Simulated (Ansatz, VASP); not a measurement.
FeO in VASP and in Ansatz

```xyz
2
Lattice="1.4867 0.8583 2.4644 -1.4867 0.8583 2.4644 0.0000 -1.7167 2.4644" Properties=species:S:1:pos:R:3 pbc="T T T"
Fe    0.0000    0.0000    0.0000
O     0.0000    0.0000    3.6967
```

Change from the starting cell: volume scaled by 0.94.

Alike in both runs: task single point; functional PBE; k mesh 11 × 11 × 11; occupations fermi-dirac, width 0.05 eV; collinear spin, ferromagnetic start.

```csv
,VASP,Ansatz
version,VASP 6.6.1,Ansatz 0.2.0
potentials or method,"VASP PAW PBE potentials, release 64 (Fe, O)",Ansatz PAW
plane-wave cutoff (eV),520,420
valence electrons in the cell,14,22
```

```tsv
	VASP	Ansatz	Ansatz less VASP
gap on the k mesh at the Fermi level (eV)	none	none	-
pressure (GPa)	12.6	12.3	-0.32
largest component of the traceless stress (GPa)	0.51	0.49	-0.025
net moment per atom (μB)	2.00	2.00	0.000
size of the moment on the site where the two differ most (μB)	3.61	3.42	-0.187
```

Site moments also hang on the region over which each program counts them. A gap of «none» marks a metal or a gap that the smearing closes. The two sets of potentials don't hold the same shells in valence.

Caveats: a cell with one magnetic atom can't hold antiferromagnetic order, which such compounds often take; semilocal functionals often make such compounds metallic where correlation or magnetic order opens a gap, which also shifts bond lengths; the pressure holds a Pulay correction of +0.7 GPa for the finite cutoff (Ansatz).
